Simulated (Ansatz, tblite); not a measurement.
## A script for MoS₂ (GFN2-xTB)

These are simulated results from tblite 0.8.0, not measurements. The cell began as a measured structure and was relaxed with r2SCAN+rVV10 in plane waves (Ansatz 0.2.0). All runs are without spin polarisation.

Space group R3m (No. 160), trigonal; conventional cell a = 3.175 Å, c = 18.582 Å, 18.03 Å³ an atom. Mo is surrounded by 6 S at 2.40 Å; S is surrounded by 3 Mo at 2.40 Å.

tblite solves periodic systems at the zone centre alone, so the script builds a cluster of 3×3×1 conventional cells (81 atoms), which folds in a coarse mesh of k points.

run.py reads:

```python
import json
from ase import Atoms
from ase.build import make_supercell
from ase.units import Bohr, GPa, Hartree
from tblite.interface import Calculator

atoms = Atoms(['Mo', 'S', 'S'],
              cell=[[1.58759, 0.916596, 6.193928], [-1.58759, 0.916596, 6.193928], [-0.0, -1.833191, 6.193928]],
              scaled_positions=[[9.7e-05, 9.7e-05, 9.7e-05], [0.249791, 0.249791, 0.249791], [0.417113, 0.417113, 0.417113]],
              pbc=True)
cluster = make_supercell(atoms, [[0, 3, -3], [3, -3, 0], [-1, -1, -1]])
calc = Calculator('GFN2-xTB', cluster.numbers, cluster.positions / Bohr, lattice=cluster.cell[:] / Bohr, periodic=cluster.pbc)
calc.set('temperature', 0.02 / Hartree)
calc.set('max-iter', 150)
res = calc.singlepoint()
levels = res.get('orbital-energies') * Hartree
nv = round(res.get('orbital-occupations').sum() / 2)
cells = len(cluster) // len(atoms)
out = {'energy_per_cell': res.get('energy') * Hartree / cells, 'homo': levels[nv - 1], 'lumo': levels[nv],
       'stress': (-res.get('virial') * Hartree / cluster.get_volume() / GPa).tolist(), 'charges': res.get('charges')[:len(atoms)].tolist(), 'electrons': 2 * nv / cells}
json.dump(out, open('results.json', 'w'))
for key, value in out.items():
    print(key, value)
```

Command: `python run.py`. It took 11 s on 1 thread of Arm Neoverse V1, on a shared host, peak memory 0.16 GiB.

Output:

```
------------------------------------------------------------
  cycle        total energy    energy error   density error
------------------------------------------------------------
      1     -221.3476897739  -2.2224770E+02   4.3893337E-01
      2     -212.8977298637   8.4499599E+00   7.8087388E-01
      3     -236.0245312036  -2.3126801E+01   2.6135769E-01
      4     -235.6607407254   3.6379048E-01   2.2995316E-01
      5     -236.2664159339  -6.0567521E-01   7.0668468E-02
      6     -236.3910184896  -1.2460256E-01   2.5546168E-02
      7     -236.4085604062  -1.7541917E-02   9.2313443E-03
      8     -236.4091443786  -5.8397247E-04   7.5856246E-03
      9     -236.4101087405  -9.6436191E-04   4.4289013E-03
     10     -236.4103002709  -1.9153037E-04   3.5679702E-03
     11     -236.4106344433  -3.3417242E-04   1.0134539E-03
     12     -236.4106635528  -2.9109467E-05   5.0228558E-04
     13     -236.4106701216  -6.5687898E-06   2.2821367E-04
     14     -236.4106710942  -9.7261625E-07   1.4261902E-04
     15     -236.4106716389  -5.4472309E-07   5.0532904E-05
     16     -236.4106717041  -6.5160833E-08   2.1375494E-05
     17     -236.4106717133  -9.2177288E-09   9.8453709E-06
------------------------------------------------------------

 total:                                  10.172 sec
energy_per_cell -238.26155734336348
homo -8.315100374652419
lumo -6.5727365159054525
stress [[-0.29361082050589815, -0.0002443044572890027, 1.4612241697964392e-06], [-0.00024430445728904266, -0.2939172674040607, -7.451011964365506e-06], [1.461224169856513e-06, -7.451011964289443e-06, 5.596121981636422]]
charges [0.1351421439275342, -0.06755104512857295, -0.06758293167529161]
electrons 18.0
```

The cycle table is in hartree for the whole cluster, and the lines after it are in eV (the energy for one cell). The printed stress is in GPa and positive in compression, and the pressure is its mean diagonal.

GFN2-xTB gives a gap of 1.74 eV. On the same cell, plane-wave PBE (Ansatz, 10×10×10 k points and the special points) gives a gap of 0.94 eV and r2SCAN a gap of 1.03 eV; on shared hosts these took about 14 and 30 core-seconds on the 3-atom cell, against 11 for the script. Semilocal gaps usually lie below measured ones. xTB was fitted to molecules, so gaps, charges and pressures of solids can be far off, and the gap also depends on the size of the cluster.

The same script was run on cells scaled at fixed shape and fractional coordinates:

```csv
volume (Å³/atom),energy (meV/atom),"pressure (GPa, positive in compression)",gap (eV)
15.86,132.8,20.55,2.17
16.94,35.1,9.16,1.95
18.03,0.0,1.67,1.74
19.11,6.2,-3.17,1.56
20.19,38.3,-6.28,1.39
```

A Birch-Murnaghan fit puts the minimum at 18.36 Å³/atom, 1.8 % above the given cell, with a bulk modulus of 88.6 GPa at fixed shape.

xTB was fitted mostly to molecules, and a small cluster samples few k points, so gaps, pressures and kinks along a curve can be far from a solid's.

The runs are scalar-relativistic, without spin-orbit coupling.
